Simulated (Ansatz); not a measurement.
**BN: a vibration from a frozen displacement**

Method: Ansatz, DFT PBE, scalar-relativistic, plane waves, PAW. Cutoff 420 eV, Γ-centred 12×12×12 k-points, Gaussian smearing of 0.05 eV. No spin polarisation. Energies are free energies at this smearing, counted from the undisturbed cell; pressure is positive in compression.

Reference structure (as given, not relaxed at this level; it stands at -0.4 GPa):

```yaml
crystal:
  lattice:
    - [0.00000, 1.81300, 1.81300]
    - [1.81300, 0.00000, 1.81300]
    - [1.81300, 1.81300, 0.00000]
  atoms:
    - { symbol: B, position: [0.00000, 0.00000, 0.00000] }
    - { symbol: N, position: [0.75000, 0.75000, 0.75000] }
```

Every N atom is moved by x along the Cartesian unit vector (0.577, -0.577, -0.577); the cell and all other atoms stay fixed. The cell's volume is 11.92 Å³; the moved atoms weigh 14.007 u together and the others 10.810 u.

```
  x (Å)  ΔE (meV/cell) total force on the moved atoms along the move (eV/Å) pressure (GPa)
-0.1000          99.98                                                1.8237          2.0126
-0.0750          58.73                                                1.4660          1.0150
-0.0500          27.22                                                1.0439          0.2516
-0.0250           7.09                                                0.5555         -0.2374
 0.0000           0.00                                                0.0000         -0.4101
 0.0250           7.65                                               -0.6235         -0.2225
 0.0500          31.75                                               -1.3160          0.3710
 0.0750          74.04                                               -2.0783          1.4184
 0.0875         102.54                                               -2.4860          2.1279
 0.1000         136.26                                               -2.9118          2.9698
```

Question: What frequency belongs to this motion?

Answer: The force constant is k = −dF/dx = 23.580 eV/Å², from the parabola through x = -0.0250, 0 and 0.0250. In every cell the moved atoms swing against the rest, so the mass is μ = m₁m₂/(m₁ + m₂) = 6.101 u, and ν̃ = 521.5 cm⁻¹ × √(|k|/μ) = 1025 cm⁻¹. To first order in x, and within 1 %, the force on every atom lies along the move and, within each of the two groups, in proportion to the atom's mass, so this is itself a mode at the zone centre of this cell, taken without macroscopic field (the transverse frequency in a polar insulator).

Question: How far does the harmonic law reach?

Answer: At x = -0.100 Å, kx²/2 = 117.90 meV against the computed 99.98 meV (-15.2 %): the well softens in this direction at large amplitude.